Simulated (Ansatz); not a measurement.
**CdS (Greenockite): elastic constants with LDA**

**Measured values to compare with.**

“Isotope dependence of band-gap energy”, 2008, arxiv:0807.2152 quotes, for a bulk crystal of CdS: band gap 2.5809 ± 0.0002 eV.

CdS (Greenockite):

```
Cd S
1.0
     4.15000    0.00000    0.00000
    -2.07500    3.59401    0.00000
     0.00000    0.00000    6.73700
Cd S
2 2
Direct
  0.66667 0.33333 0.50000
  0.33333 0.66667 0.00000
  0.66667 0.33333 0.87500
  0.33333 0.66667 0.37500
```

| Item | Value |
| --- | --- |
| Program | Ansatz 0.2.0 |
| Task | elastic constants |
| Functional | LDA |
| Potentials or basis | Ansatz PAW |
| Cutoff | 420 eV (not typed: the program's choice for these potentials) |
| k mesh | 6 × 6 × 4 |
| Occupations | fixed |
| Spin | no spin polarisation |
| Atoms under strain | relaxed |

The pressure is -3.1 GPa. The band gap on the k mesh is 0.91 eV, direct. The voigt bulk modulus is 53 GPa.

Stress tensor (GPa, compression positive):
```
-3.17  0.00  0.00
 0.00 -3.17  0.00
 0.00  0.00 -3.02
```

Levels at points of the mesh, in eV from the valence-band top:
```tsv
k point	band 23	band 24	band 25	band 26	band 27	band 28	band 29	band 30
(0.00, 0.00, 0.00)	-0.76	-0.04	0.00	0.00	0.91	2.52	6.27	6.27
(0.00, 0.00, -0.50)	-0.39	-0.39	-0.39	-0.39	2.60	2.60	5.94	5.94
(0.00, -0.50, 0.00)	-2.67	-1.89	-1.31	-0.76	3.49	3.65	4.91	6.16
(0.00, -0.50, -0.50)	-1.35	-1.35	-1.33	-1.33	3.24	3.24	5.18	5.18
```

Elastic tensor in Voigt notation (GPa, in the Cartesian axes of the cell as first typed):
```
82 42 35  0  0  0
42 82 35  0  0  0
35 35 90  0  0  0
 0  0  0 18  0  0
 0  0  0  0 18  0
 0  0  0  0  0 20
```

Run time: 2.1 min on 2 threads of Arm Neoverse V1 (shared host), peak memory 0.41 GiB.

Measured gap of CdS: 2.5809 eV (quoted in “Isotope dependence of band-gap energy”, 2008, arxiv:0807.2152). This calculation gives 0.91 eV (-1.67 eV). So large a miss can be the level of theory's own, or it may mean another phase, state or a wrong row. Spin-orbit coupling on Cd is left out. The value is that of LDA, without temperature or zero-point motion. Semilocal functionals fall short of measured gaps as a rule.

Caveat: the cell is more than 3 GPa from zero pressure, which shifts response properties; the PAW data sets come from PBE, with cores solved anew for the run's functional, which leaves a small shift of forces and pressure.
